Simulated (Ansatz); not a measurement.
Runs of Ansatz 0.2.0 on HfN. It takes space group F-43m (No. 216, cubic). Conventional cell: a = 4.910 Å, b = 4.910 Å, c = 4.910 Å, α = 90.00°, β = 90.00°, γ = 90.00°. Hf (site symmetry -43m) is surrounded by 4 N at 2.13 Å. Around N (site symmetry -43m) lie 4 Hf at 2.13 Å. The cell comes from a database or a generator and needn't be the stable form of this composition.

```csv
task,level,spin,cell,cutoff (eV),points for each segment of the path,gap on the mesh (eV),pressure (GPa),relaxed volume (Å³/atom)
relaxation of cell and atoms,PBEsol,off,relaxed,420,-,none,0.0,(b)
band structure,PBEsol,"SOC, no magnetisation",as given,420,14,none,-5.4,-
relaxation of cell and atoms,RPBE,off,relaxed,420,-,none,0.0,(c)
relaxation of cell and atoms,LDA,off,relaxed,420,-,none,0.0,14.07
band structure,PBEsol,off,as given,420,14,none,-5.0,-
relaxation of cell and atoms,BLYP,off,relaxed,420,-,none,0.0,15.28
relaxation of cell and atoms,r2SCAN,off,relaxed,500,-,none,0.0,(a)
relaxation of cell and atoms,revPBE,off,relaxed,420,-,none,0.0,15.05
```

Alike in all rows: potentials or basis Ansatz PAW; k mesh 9 × 9 × 9; smearing fermi-dirac 0.05 eV.

Question: Estimate the missing entries.

Answer: (a) 14.63; (b) 14.41; (c) 15.13.

Caveats: the PAW data sets come from PBE, with cores solved anew for the run's functional, which leaves a small shift of forces and pressure; the plane-wave basis is chosen anew once the cell has moved, so the energies of steps on either side of that aren't comparable (some runs); spin-orbit coupling is left out, which moves the levels of the heavy elements (some runs).

A k mesh can miss the band edges, and rows without SOC leave out spin-orbit coupling on Hf.

A gap of «none» marks a metal or a gap under the smearing width.

Runs at the PBE level aren't shown here.
